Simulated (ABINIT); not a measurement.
Ni, 2 atoms in the cell. The structure is hexagonal, space group P6_3/mmc (No. 194). The conventional cell has a = 2.448 Å, b = 2.448 Å, c = 4.073 Å, α = 90.00°, β = 90.00°, γ = 120.00°. Around Ni (site symmetry -6m2) lie 12 Ni at 2.45 to 2.48 Å. This isn't the form of Ni at room conditions, which is fcc.

| Item | Value |
| --- | --- |
| Program | ABINIT 10.8.3 (patched build) |
| Task | relaxation of cell and atoms |
| Functional | LDA |
| Potentials or basis | JTH PAW LDA v2.0 |
| Cutoff | 1116 eV |
| k mesh | 8 × 8 × 5 |
| Occupations | fermi-dirac, width 0.05 eV |
| Spin | collinear spin, ferromagnetic start |
| Starting moments | [1.0, 1.0] μB |
| Cell freedom (optcell) | 2 |
| Cutoff smearing ecutsm (Ha) | 0.5 |
| Optimiser (ionmov) | 2 |
| Force stop (Ha/bohr) | 5e-05 |
| Fine-grid cutoff | 1714.32 eV |

Potentials or basis: JTH PAW LDA v2.0.

Launch:

```console
$ mpirun --bind-to none -np 4 abinit run.abi > log 2>&1
```

Hardware: 4 MPI ranks on Arm Neoverse V2, on a shared host.

Q: Estimate the wall time of this run.

A: It took 2.1 min on 4 MPI ranks on Arm Neoverse V2, with other jobs on the host, peak memory 0.48 GiB a rank. Counts: scf iterations 64, mpi ranks 4, k points 30, bands 23, plane waves 2269, ion steps 6.
